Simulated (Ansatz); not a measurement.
`CCC=O`, 10 atoms. The species carries charge 0 and has multiplicity 1. All runs use 4 threads of an Arm Neoverse V2 on a shared host. Correlated methods freeze the cores. Open-shell runs search over several starts.

Problem. Give the basis size and wall time and peak host memory of each of these runs in Ansatz. UHF-CCSD(T)/def2-TZVPP energy of the cation; RHF-MP2/def2-QZVPP energy; UKS ωB97X-V/def2-TZVPP energy of the cation; RKS SPW92 (LDA)/def2-TZVPP energy; direct RPA on PBE orbitals/def2-TZVPP energy; RKS ωB97M-V/def2-QZVPP energy; RKS PBE0-D4/def2-TZVP frequencies; UKS B2PLYP (frozen core)/def2-TZVPP energy of the cation; UHF-MP2/def2-QZVPP energy of the cation; RHF-CCSD(T)/def2-SVP energy; RKS PBE0-D4/def2-QZVPP energy; RKS HSE06 (plane-wave form)-D4/def2-TZVPP energy. (Estimate.)

Solution. Ansatz gave: Other jobs shared the machine, so times are rough.

```tsv
level	job	functions	wall time	peak host memory (GiB)
RKS SPW92 (LDA)/def2-TZVPP	energy	208	0.6 s	0.2
RKS HSE06 (plane-wave form)-D4/def2-TZVPP	energy	208	1.3 s	0.41
RHF-CCSD(T)/def2-SVP	energy	86	1.4 s	0.41
direct RPA on PBE orbitals/def2-TZVPP	energy	208	2.3 s	0.42
RKS PBE0-D4/def2-QZVPP	energy	408	2.8 s	0.98
UKS B2PLYP (frozen core)/def2-TZVPP	energy of the cation	208	3.6 s	0.54
UKS ωB97X-V/def2-TZVPP	energy of the cation	208	6 s	0.66
RKS ωB97M-V/def2-QZVPP	energy	408	7.5 s	1.2
RHF-MP2/def2-QZVPP	energy	408	9 s	2.1
UHF-MP2/def2-QZVPP	energy of the cation	408	13 s	2.2
RKS PBE0-D4/def2-TZVP	frequencies	160	49 s	0.41
UHF-CCSD(T)/def2-TZVPP	energy of the cation	208	2.4 min	7.8
```
